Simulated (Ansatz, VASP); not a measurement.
Sn: VASP beside Ansatz

```
Sn
1.0
    -2.02919    2.02919    1.66076
     2.02919   -2.02919    1.66076
     2.02919    2.02919   -1.66076
Sn
1
Cartesian
  0.0000 0.0000 0.0000
```

This isn't the form of Sn at room conditions, which is tetragonal (white tin).

Alike in both runs: task relaxation of cell and atoms; functional BLYP; dispersion D3(BJ); k mesh 10 × 10 × 10; occupations fermi-dirac, width 0.05 eV; no spin polarisation.

```csv
,VASP,Ansatz
version,VASP 6.6.1,Ansatz 0.2.0
potentials or method,"VASP PAW PBE potentials, release 64 (Sn_d)",Ansatz PAW
plane-wave cutoff (eV),600,420
valence electrons in the cell,14,14
```

|  | VASP | Ansatz | Ansatz less VASP |
| --- | --- | --- | --- |
| gap on the k mesh at the Fermi level, each at its own relaxed structure (eV) | none | none | - |
| relaxed volume (Å³/atom) | 27.48 | 27.48 | -0.001 |
| relaxed cell length with the largest relative difference (Å) | 3.319 | 3.319 | 0.0000 |

A gap of «none» marks a metal or a gap that the smearing closes.

Caveats: pairwise dispersion overbinds metals, which lowers pressure and volume; the PAW data sets were made with another functional, which shifts forces and pressure a little (VASP); the plane-wave basis is chosen anew once the cell has moved, so the energies of steps on either side of that aren't comparable (Ansatz); the PAW data sets come from PBE, with cores solved anew for the run's functional, which leaves a small shift of forces and pressure (Ansatz).
